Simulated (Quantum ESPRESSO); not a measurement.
# AlN: zone-centre phonons under several settings

```
Al N
1.0
     3.11300    0.00000    0.00000
    -1.55650    2.69594    0.00000
     0.00000    0.00000    4.98100
Al N
2 2
Direct
  0.66667 0.33333 0.50000
  0.33333 0.66667 0.00000
  0.66667 0.33333 0.88000
  0.33333 0.66667 0.38000
```

All runs used Quantum ESPRESSO 7.5; given cell, atoms relaxed; no spin polarisation; occupations smeared at first, fixed for the response.

| level | potentials | k mesh (s: shifted) | cutoff (eV) | pressure (GPa) | lowest optical mode without the field (cm⁻¹) | highest optical mode without the field (cm⁻¹) | sum of the Born charges (e) |
| --- | --- | --- | --- | --- | --- | --- | --- |
| PBE | GBRV 1.5 PBE | 4 × 4 × 2s | 612 | 4.2 | 237 | 720 | -0.25 |
| PBE | JTH 2.0 PBE | 4 × 4 × 2s | 707 | 4.1 | 235 | 723 | -0.24 |
| PBE | SSSP 1.3 efficiency PBE | 4 × 4 × 2s | 816 | 3.8 | 237 | 721 | -0.21 |
| PBE | PseudoDojo 0.4.1 SR PBE standard | 4 × 4 × 2s | 1143 | 3.3 | 238 | 721 | -0.24 |
| PBE | PseudoDojo 0.4 SR PBE stringent | 4 × 4 × 2s | 1143 | 3.3 | 238 | 721 | -0.24 |
| PBE | SPMS 1.0 PBE | 4 × 4 × 2s | 1197 | 3.7 | 238 | 722 | -0.24 |
| PBE | Ansatz NC SR PBE | 4 × 4 × 2s | 1238 | 3.6 | 238 | 720 | -0.24 |
| PBE | GBRV 1.5 PBE | 6 × 6 × 4s | 612 | 4.2 | 236 | 723 | -0.03 |
| PBE | JTH 2.0 PBE | 6 × 6 × 4s | 707 | 4.0 | 234 | 725 | -0.02 |
| PBE | SSSP 1.3 efficiency PBE | 6 × 6 × 4s | 816 | ? | ? | ? | ? |
| PBE | PseudoDojo 0.4.1 SR PBE standard | 6 × 6 × 4s | 1143 | 3.3 | 238 | 723 | -0.02 |
| PBE | PseudoDojo 0.4 SR PBE stringent | 6 × 6 × 4s | 1143 | 3.3 | 238 | 723 | -0.02 |

Q: What stands in the row left open?

A: Pressure 3.8 GPa; lowest optical mode without the field 237 cm⁻¹; highest optical mode without the field 724 cm⁻¹; sum of the Born charges 0.01 e.

Caveats: some runs use coarse meshes; the cell is more than 3 GPa from zero pressure, which shifts response properties.

For the row left open. Caveat: the cell is more than 3 GPa from zero pressure, which shifts response properties.
